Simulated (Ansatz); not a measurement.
Runs of Ansatz 0.2.0 on Si2W. It takes space group P6_222 (No. 180, hexagonal). The conventional cell has a = 4.617 Å, b = 4.617 Å, c = 6.653 Å, α = 90.00°, β = 90.00°, γ = 120.00°. Around W (site symmetry 222) lie 10 Si at 2.59 to 2.69 Å. Around Si (site symmetry 2) lie 5 Si at 2.57 to 2.69 Å and 5 W at 2.59 to 2.69 Å. Measurements of this composition are mostly on another form, of space group No. 139.

| level | gap on the mesh (eV) | pressure (GPa) | relaxed volume (Å³/atom) | largest force (eV/Å) |
| --- | --- | --- | --- | --- |
| PBEsol+D3(BJ)-ATM | 0.23 | 0.0 | 13.00 | 0.01 |
| PBEsol | 0.23 | 0.0 | 13.31 | - |
| PBEsol+D3(BJ) | 0.23 | 0.0 | (a) | 0.01 |
| PBEsol+D4 | 0.23 | 0.0 | 13.10 | - |

Alike in all rows: task relaxation of cell and atoms; potentials or basis Ansatz PAW; no spin polarisation; cell relaxed; k mesh 7 × 7 × 4; cutoff (eV) 420; smearing fermi-dirac 0.05 eV.

Fill in the values left out.

(a) 12.93.

Caveats: odd divisions of the mesh miss points on the zone boundary, where band edges often lie, so the gap on the mesh can be too wide; the plane-wave basis is chosen anew once the cell has moved, so the energies of steps on either side of that aren't comparable; spin-orbit coupling is left out, which moves the levels of the heavy elements; the PAW data sets come from PBE, with cores solved anew for the run's functional, which leaves a small shift of forces and pressure.

A k mesh can miss the band edges, and the runs leave out spin-orbit coupling on W.
